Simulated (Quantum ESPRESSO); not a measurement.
## Pt under changes of volume

One of the cells (15.904 Å³/atom); the others are scaled copies at fixed shape and fractional positions:

```
Pt
1.0
    -1.58422    1.58422    1.58422
     1.58422   -1.58422    1.58422
     1.58422    1.58422   -1.58422
Pt
1
Direct
  0.00000 0.00000 0.00000
```

This isn't the form of Pt at room conditions, which is fcc.

* Program: Quantum ESPRESSO 7.5
* Functional: PBEsol
* Potentials or basis: GBRV 1.5 PBEsol
* Cutoff: 612 eV
* Density cutoff: 4898 eV
* k mesh: 12 × 12 × 12
* Occupations: fermi-dirac, width 0.05 eV
* Spin: no spin polarisation

| volume (Å³/atom) | energy over the lowest point (meV/atom) | pressure (GPa) |
| --- | --- | --- |
| 14.950 | ? | ? |
| 15.268 | 0.00 | -2.5 |
| 15.586 | 9.25 | -7.7 |
| 15.904 | 28.18 | -12.3 |
| 16.222 | 55.66 | -16.3 |
| 16.540 | 90.57 | -19.7 |
| 16.858 | 131.95 | -22.8 |

Question: What does the run at 14.950 Å³/atom give?

Answer: Energy over the lowest point 1.99 meV/atom; pressure 3.5 GPa.

Worked out: A Birch-Murnaghan fit of order 3 (a polynomial in V^(-2/3)) to the other rows has its minimum at 15.16 Å³/atom, just outside them, with B0 = V·E''(V) = 279 GPa and B' = 5.3. It gives 1.88 meV/atom at 14.950 Å³/atom, against the run's 1.99, and -dE/dV = 4.0 GPa, against 3.5.

Energies are extrapolated to zero smearing.
